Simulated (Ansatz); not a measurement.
Worked sum: formation energy of GeTe (R3m) from the elements

Subject: the formation energy of GeTe (R3m) from the elements. Reaction: Te (P3₁21) + Ge (diamond) → GeTe (R3m). The sign is products less reactants. The value is per atom of the solid.

GeTe (R3m), 2 atoms in the cell; this is a cell from a database of computed structures that this text hasn't matched to a measured one. Conventional cell: a = 4.218 Å, b = 4.218 Å, c = 11.060 Å, α = 90.00°, β = 90.00°, γ = 120.00°.

Method: Ansatz (an electronic-structure program), PAW, neutral cells at 0 K with nuclei at rest, on structures from PBE+D3(BJ). Ansatz runs with its default PAW set. Other levels take these structures. The lattices are those relaxed with PBE+D3(BJ), so at other levels the solids can be strained, which adds to the spread. The runs are scalar-relativistic, without spin-orbit coupling.

Total energies of the cells in eV, at zero smearing width. They compare only within one column; the weights balance every element.

| cell | atoms | weight | r2SCAN+D4 | LDA |
|---|---|---|---|---|
| GeTe (R3m) | 2 | +3 | -11298.07749 | -11043.02301 |
| Te (P3₁21) | 3 | −1 | -20984.87285 | -20481.58620 |
| Ge (diamond) | 2 | −3/2 | -8606.02982 | -8431.42034 |

r2SCAN+D4: 3 × (-11298.07749) − (-20984.87285) − 3/2 × (-8606.02982) = -0.315 eV; dividing by 6 atoms gives -0.05 eV/atom.

LDA: 3 × (-11043.02301) − (-20481.58620) − 3/2 × (-8431.42034) = -0.352 eV; dividing by 6 atoms gives -0.06 eV/atom.

What follows from the r2SCAN+D4 value: A formula unit of GeTe has 2 atoms, so it forms with -0.0525 × 2 = -0.105 eV, or -10.1 kJ/mol at 96.485 kJ/mol per eV.
